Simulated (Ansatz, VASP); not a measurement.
One calculation of TiB2, two programs

```xyz
3
Lattice="2.9883 0.0000 0.0000 -1.4941 2.5879 0.0000 0.0000 0.0000 3.1848" Properties=species:S:1:pos:R:3 pbc="T T T"
Ti    0.0000    0.0000    0.0000
B     1.4941    0.8626    1.5924
B     0.0000    1.7253    1.5924
```

Alike in both runs: task single point; functional LDA; k mesh 10 × 10 × 8; occupations fermi-dirac, width 0.05 eV; no spin polarisation.

|  | VASP | Ansatz |
| --- | --- | --- |
| version | VASP 6.6.1 | Ansatz 0.2.0 |
| potentials or method | VASP PAW LDA potentials, release 64 (Ti_sv, B) | Ansatz PAW |
| plane-wave cutoff (eV) | 520 | 420 |
| valence electrons in the cell | 18 | 18 |

|  | VASP | Ansatz | Ansatz less VASP |
| --- | --- | --- | --- |
| gap on the k mesh at the Fermi level (eV) | none | none | - |
| pressure (GPa) | -0.1 | -0.7 | -0.58 |
| largest component of the traceless stress (GPa) | 2.26 | 2.25 | -0.008 |

A gap of «none» marks a metal or a gap that the smearing closes.

Caveats: the PAW data sets come from PBE, with cores solved anew for the run's functional, which leaves a small shift of forces and pressure (Ansatz).
